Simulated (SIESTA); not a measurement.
**BeTe under changes of volume**

One of the cells (21.679 Å³/atom); the others are scaled copies at fixed shape and fractional positions:

```xyz
2
Lattice="0.0000 2.7883 2.7883 2.7883 0.0000 2.7883 2.7883 2.7883 0.0000" Properties=species:S:1:pos:R:3 pbc="T T T"
Te    4.1825    4.1825    4.1825
Be    0.0000    0.0000    0.0000
```

- Program: SIESTA 5.4.2
- Functional: PBEsol
- Potentials or basis: PseudoDojo 0.4 standard (PBEsol files)
- Basis: DZP (energy shift 0.003 Ry; two zetas on semicore shells)
- Grid cutoff: 800 Ry
- Energy shift: 0.003 Ry
- k mesh: 8 × 8 × 8
- Occupations: fermi-dirac, width 0.05 eV
- Spin: no spin polarisation

| volume (Å³/atom) | energy over the lowest point (meV/atom) | pressure (GPa) | gap on the mesh (eV) |
| --- | --- | --- | --- |
| 19.979 | 47.70 | 8.0 | 1.69 |
| 20.404 | 28.60 | 6.3 | 1.74 |
| 20.829 | ? | ? | ? |
| 21.679 | 1.75 | 1.3 | 1.87 |
| 22.104 | 0.00 | 0.0 | 1.92 |
| 22.529 | 1.69 | -1.3 | 1.96 |

Problem. What does the run at 20.829 Å³/atom give?

Solution. Energy over the lowest point 15.46 meV/atom; pressure 4.1 GPa; gap on the mesh 1.78 eV.

Worked out: A Birch-Murnaghan fit of order 3 (a polynomial in V^(-2/3)) to the other rows has its minimum at 22.09 Å³/atom with B0 = V·E''(V) = 56 GPa (rough, since the energies scatter). It gives 15.16 meV/atom at 20.829 Å³/atom, against the run's 15.46, and -dE/dV = 4.1 GPa, against 4.1. A straight line through the other rows of the gap, of slope 2.24 eV per unit of ln V, gives 1.78 eV, against the run's 1.78.

Energies are extrapolated to zero smearing.

Caveats: short orbitals over semicore shells can move pressures by several GPa; spin-orbit coupling is left out, which moves the levels of the heavy elements; the basis of atomic orbitals isn't converged, which shifts pressures, moduli and gaps.

A mesh can miss the band edges.
